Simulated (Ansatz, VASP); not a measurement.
**Two plane-wave programs on AlGaN2**

```
Al Ga N
1.0
     3.18799    0.00000    0.00000
     0.00000    3.18799    0.00000
     0.00000    0.00000    4.55655
Al Ga N
1 1 2
Direct
  0.50000 0.50000 0.50000
  0.00000 0.00000 0.00000
  0.50000 0.00000 0.73826
  0.00000 0.50000 0.26174
```

Change from the starting cell: strain +0.015 along x and y, +0.030 along z, atoms carried along.

Alike in both runs: task single point; functional r2SCAN; k mesh 8 × 8 × 6; occupations gaussian, width 0.05 eV; no spin polarisation.

```csv
,VASP,Ansatz
version,VASP 6.6.1,Ansatz 0.2.0
potentials or method,"VASP PAW PBE potentials, release 64 (Al, Ga_d, N)","scalar-relativistic, plane waves, PAW"
plane-wave cutoff (eV),520,500
valence electrons in the cell,26,26
```

```tsv
	VASP	Ansatz	Ansatz less VASP
gap on the k mesh at the Fermi level (eV)	2.89	2.88	-0.010
least direct gap on the mesh (eV)	2.89	2.88	-0.010
pressure (GPa)	-10.7	-11.0	-0.23
largest component of the traceless stress (GPa)	1.26	1.35	+0.093
rms of the force components (eV/Å)	0.010	0.044	+0.0334
```

Atom by atom the forces differ by 0.033 eV/Å (rms over components). The functional is the same, so the differences come from potentials, cutoffs and numerics.

Caveats: the PAW data sets were made with another functional, which shifts forces and pressure a little (VASP).
